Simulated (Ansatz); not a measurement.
## Is this Ca structure a true minimum?

The cell was found from a structure generator's guess, not taken from experiment.

All numbers below come from Ansatz, DFT PBE, scalar-relativistic, plane waves, PAW. Cutoff 420 eV; k points 18×18×16 on the computed 1-atom cell (Γ-centred); Gaussian smearing, width 0.10 eV; no spin polarisation.

The cell below (1 atom, space group P6/mmm (No. 191)) is relaxed within its symmetry.

```
Ca
1.0
     3.75574    0.00000    0.00000
    -1.87787    3.25256    0.00000
     0.00000    0.00000    3.50164
Ca
1
Direct
  0.00000 0.00000 0.50000
```

For the test a repeat of it with 4 atoms (edges 3.76, 6.51, 7.00 Å) was strained at random (σ = 1.5 % a component), the atoms were moved at random (σ = 0.05 Å), and all was relaxed again on a coarse 6×4×4 mesh (in the run’s order of axes) with 0.20 eV smearing, with no symmetry imposed.

Problem. Is the structure stable against such a distortion?

Solution. It doesn't return. The energy falls by 219 meV/atom on that mesh, the volume changes by -0.8 %, and the end has space group P6_3/mmc (No. 194) at a loose tolerance. Relaxed again on an 18×18×10 mesh with 0.10 eV smearing, the new structure lies 227 meV/atom below the first (mesh in the axes of the run's cell; the cell below is made exact in the group named). Space group P6_3/mmc (No. 194), hexagonal, a = 3.897 Å, c = 6.449 Å. Around Ca lie 12 Ca at 3.90–3.93 Å.

```
Ca
1.0
     3.89663    0.00000    0.00000
    -1.94832    3.37458    0.00000
     0.00000    0.00000    6.44902
Ca
2
Direct
  0.33333 0.66667 0.75000
  0.66667 0.33333 0.25000
```
